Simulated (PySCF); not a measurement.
## Isomers of C6H15N: computed energies against enthalpies of formation

**What was measured.**

CRC Handbook of Chemistry and Physics lists, for the gas at 298.15 K: enthalpy of formation of `CCCNCCC` (di-propylamine) -116 kJ/mol; enthalpy of formation of `CCN(CC)CC` (triethylamine) -92.7 kJ/mol.

The results are set against them at the end.

Differences of these values give the isomerisation enthalpies. Geometries: PBE0-D3(BJ)/def2-SVP; runs in PySCF, gas phase, with a dispersion term only where the level names one. Total electronic energies (Eh):

```csv
SMILES,PBE0-D3(BJ)/def2-SVP,CAM-B3LYP/pcSseg-1,PBE0/pcSseg-1,CAM-B3LYP/def2-SVPD,B3LYP/def2-SVPD,BHandHLYP/def2-SVPD
CCCNCCC,-291.86749,-292.21358,-292.02232,-292.05372,-292.23522,-292.03272
CCN(CC)CC,-291.85928,-292.20448,-292.01279,-292.04322,-292.22367,-292.02081
```

Zero-point and thermal terms are left out, so the computed numbers are electronic energies.

**Comparison with experiment**

Relative to `CCCNCCC`, the lowest by measurement, in kJ/mol (measured: enthalpies at 298.15 K; computed: electronic energies):

```
   SMILES  measured  PBE0-D3(BJ)/def2-SVP  CAM-B3LYP/pcSseg-1  PBE0/pcSseg-1  CAM-B3LYP/def2-SVPD  B3LYP/def2-SVPD  BHandHLYP/def2-SVPD
  CCCNCCC       0.0                   0.0                 0.0            0.0                  0.0              0.0                  0.0
CCN(CC)CC      23.3                  21.6                23.9           25.0                 27.6             30.3                 31.3
```

Measured values: -116 kJ/mol (298.15 K; CRC Handbook of Chemistry and Physics) for the first row; the others come from the same table. Unsigned miss: CAM-B3LYP/pcSseg-1 0.6, PBE0-D3(BJ)/def2-SVP 1.7, PBE0/pcSseg-1 1.7, CAM-B3LYP/def2-SVPD 4.3, B3LYP/def2-SVPD 7.0, BHandHLYP/def2-SVPD 8.0 kJ/mol. One conformer stands for `CCCNCCC` and `CCN(CC)CC`, not necessarily the lowest, while the measurement averages over conformers. Where a level misses, the cause wasn't examined.

Conformer computed: `[CH3:1][CH2:2][CH2:3][NH:4][CH2:5][CH2:6][CH3:7]`: C1–C2–C3–N4 178°, C2–C3–N4–C5 180°, C3–N4–C5–C6 180°, N4–C5–C6–C7 -178°.
